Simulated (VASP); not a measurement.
The system is CaSe.

```
CELL_PARAMETERS angstrom
3.63478 0.00000 0.00000
0.00000 3.63478 0.00000
0.00000 0.00000 3.63478
ATOMIC_POSITIONS crystal
Ca 0.00000 0.00000 0.00000
Se 0.50000 0.50000 0.50000
```

The cell was built by a generator and needn't be a form met in nature.

Base run:

```yaml
Program: VASP 6.6.1
Functional: PBE
Potentials_or_basis: VASP PAW PBE potentials, release 64 (Ca_sv, Se)
Cutoff: 520 eV
k_mesh: 6 × 6 × 6
Occupations: gaussian, width 0.01 eV
Spin: no spin polarisation
```

Its results: band gap on the k mesh 0.76 eV, direct; pressure 0.9 GPa.

Task: The run is repeated on the same cell with these changes: functional from PBE to HSE06; k mesh from 6 × 6 × 6 to 4 × 4 × 4. What comes out?

Result: Band gap on the k mesh 1.54 eV, direct; pressure 0.5 GPa.

Several settings changed at once, so the effect can't be laid on one alone.

Caveats: some runs use coarse meshes; the PAW data sets were made with another functional, which shifts forces and pressure a little (some runs).

A k mesh can miss the band edges.
